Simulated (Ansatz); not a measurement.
## ZnS: the change of pressure with volume per atom

Periodic Kohn-Sham DFT of a crystal at fixed atoms; pressure and stress are positive in compression; the energy is the free energy less that of spherical unpolarised free atoms; site moments are those in the method's own spheres, positive along +z. The results are calculated, by Ansatz 0.2.0.

Cell of the first row (space group P6_3mc, No. 186):
```
ZnS
1.0
      3.7332     0.0000     0.0000
     -1.8666     3.2330     0.0000
      0.0000     0.0000     6.1067
Zn S
2 2
Direct
  0.33333 0.66667 0.00000
  0.66667 0.33333 0.50000
  0.33333 0.66667 0.38500
  0.66667 0.33333 0.88500
```

Settings of every row: method frozen-core PAW; functional PBE; relativity scalar; k mesh 8x8x5; filling fermi-dirac; smearing width 0.03 eV; wave cutoff 420 eV; paw set soft_2.

Atom start moment: 0 on all atoms.

| row | volume per atom (Å³) | pressure (GPa) |
| --- | --- | --- |
| 1 | 18.427 | 7.926 |
| 2 | 18.436 | 7.871 |
| 3 | 18.819 | 5.859 |
| 4 | 19.211 | 4.002 |
| 5 | 19.407 | 3.145 |
| 6 | 19.603 | 2.332 |
| 7 | 19.799 | 1.561 |
| 8 | 19.995 | 0.829 |
| 9 | 20.387 | -0.523 |
| 10 | 20.779 | ? |

Question: what pressure should row 10 give?

Worked fit of pressure. Take u = (V_r/V)^(2/3) − 1 with V_r = 19.407 Å³ an atom, which is twice the finite (Eulerian) strain; such expansions in the strain, on which the Birch-Murnaghan equation of state is built, carry the rest volume and the bulk modulus. The shown rows have u = 0.03515, 0.03481, 0.02072, 0.00679, 0, -0.00668, -0.01324, -0.0197, -0.03231. Least squares give pressure = 3.1453 + 124.216 × u + 332.73 × u² GPa; a straight line predicts inner rows, each left out in turn, worse (root mean square 0.15 against 0.0025 GPa). The rows lie off it by 0.003, -0.001, -0.003, -0.002, 0.000, 0.002, 0.002, 0.002, -0.002. The pressure vanishes at u = -0.0273, or V = 20.23 Å³ an atom, and there the bulk modulus at fixed shape and fractions is B = −V dP/dV = (2/3)(1 + u) dP/du = 68.8 GPa. Letting shape and atoms relax would as a rule lower it, by much in layered, chain or molecular crystals. The withheld row has u = -0.04452, so the fit gives 3.1453 + 124.216 × (-0.04452) + 332.73 × (-0.04452)² = -1.725 GPa.

The calculation gave -1.74 GPa. The fit lies 0.015 GPa (0.16 % of the column's range) above it; its largest miss of a shown row is 0.003 GPa. This row lies beyond the range of the fit.
